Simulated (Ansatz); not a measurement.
Structure: a 4-atom cell of SnSe started from a crystallographic database, at its r2SCAN+rVV10 minimum. The symmetry is Cmcm (No. 63, orthorhombic); a = 4.247 Å, b = 11.808 Å, c = 4.229 Å in the conventional setting, 26.51 Å³ an atom. Around Sn lie 5 Se at 2.70–3.01 Å; around Se lie 5 Sn at 2.70–3.01 Å.

```cif
data_structure
_symmetry_space_group_name_H-M 'Cmcm'
_symmetry_Int_Tables_number 63
_cell_length_a 4.2473
_cell_length_b 11.8081
_cell_length_c 4.2289
_cell_angle_alpha 90.000
_cell_angle_beta 90.000
_cell_angle_gamma 90.000
_cell_volume 212.09
loop_
_atom_site_label
_atom_site_type_symbol
_atom_site_symmetry_multiplicity
_atom_site_Wyckoff_symbol
_atom_site_fract_x
_atom_site_fract_y
_atom_site_fract_z
_atom_site_occupancy
Sn1 Sn 4 c 0.00000 0.12590 0.75000 1
Se1 Se 4 c 0.00000 0.35490 0.75000 1
```

4 runs of Ansatz on this cell differ in the functional (and in the settings that go with it). Levels are in eV from each run's valence top; v1 is the last filled band, c1 the first empty one.

Run A, mean stress -2.4 GPa (compression positive):
```
point     v2     v1    c1    c2
    Γ  -1.79  -0.65  3.38  3.84
    Y  -1.86  -0.69  0.11  3.41
   C₀  -1.22  -0.19  0.79  0.93
```

Run B, mean stress +2.0 GPa (compression positive):
```
point     v2     v1    c1    c2
    Γ  -1.86  -0.68  3.36  3.86
    Y  -1.92  -0.72  0.14  3.45
   C₀  -1.22  -0.17  0.84  0.95
```

Run C, mean stress +0.4 GPa (compression positive):
```
point     v2     v1    c1    c2
    Γ  -2.39  -1.04  4.31  4.97
    Y  -2.46  -1.07  0.95  4.44
   C₀  -1.49  -0.22  1.63  1.79
```

Run D, mean stress +0.4 GPa (compression positive):
```
point     v2     v1    c1    c2
    Γ  -2.20  -0.86  3.80  4.45
    Y  -2.26  -0.90  0.48  3.93
   C₀  -1.31  -0.15  1.22  1.33
```

Question: Match the runs to LDA, PBE, HSE06, PBE0.

Answer: A is LDA, B is PBE, C is PBE0, D is HSE06. In order of the gap: LDA 0.11, PBE 0.14, HSE06 0.48, PBE0 0.95 eV.

No spin polarisation and no zero-point or thermal motion.

No spin-orbit coupling is included; it can move band edges with weight on the heavy atoms by tenths of an eV.

The stress of a hybrid is loosely converged in these runs.

Gaps or overlaps of about a tenth of an eV are at the limit of these meshes: between the points read a gap can be smaller or closed.

The meshes of the hybrids are coarse, so their gaps aren't converged to the digits shown.
